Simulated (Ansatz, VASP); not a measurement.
**One calculation of InSe, two programs**

```xyz
2
Lattice="0.0000 2.7502 2.7502 2.7502 0.0000 2.7502 2.7502 2.7502 0.0000" Properties=species:S:1:pos:R:3 pbc="T T T"
In    0.0000    0.0000    0.0000
Se    2.7502    2.7502    2.7502
```

Alike in both runs: task single point; functional r2SCAN; dispersion D3(BJ); k mesh 14 × 14 × 14; occupations gaussian, width 0.05 eV; no spin polarisation.

|  | VASP | Ansatz |
| --- | --- | --- |
| version | VASP 6.6.1 | Ansatz 0.2.0 |
| potentials or method | VASP PAW PBE potentials, release 64 (In_d, Se) | scalar-relativistic, plane waves, PAW |
| plane-wave cutoff (eV) | 520 | 500 |
| valence electrons in the cell | 19 | 29 |

```tsv
	VASP	Ansatz	Ansatz less VASP
gap on the k mesh at the Fermi level (eV)	none	none	-
pressure (GPa)	15.6	15.4	-0.17
```

A gap of «none» marks a metal or a gap that the smearing closes. The functional is the same, so the differences come from potentials, cutoffs and numerics. The two sets of potentials don't hold the same shells in valence. Ansatz warned: «dispersion_damping_borrowed».

Caveats: so large a pressure means that the cell lies far from this level's equilibrium, or that cutoff or potentials fall short (VASP); the potentials were made for another functional, which shifts forces and pressure (VASP); pairwise dispersion overbinds metals, which lowers pressure and volume.
